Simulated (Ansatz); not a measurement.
System: wurtzite InN. Method: PBE (PAW; Ansatz, a program for electronic structure).

Run with plane-wave cutoff 500 eV, 12×8×1 k mesh (along the axes of the cell as run), Fermi–Dirac smearing 0.05 eV, scalar-relativistic PAW data made under PBE.

Problem. What does this level give for the surface energy of the (10-10) face and work function of the (10-10) face?

Solution. 
* **surface energy of the (10-10) face**: 1.19 J/m²
* **work function of the (10-10) face**: 4.96 eV

The slab of 16 atoms is relaxed and unreconstructed.

Spin–orbit coupling is not included.

Static lattice: no zero-point or thermal effects.
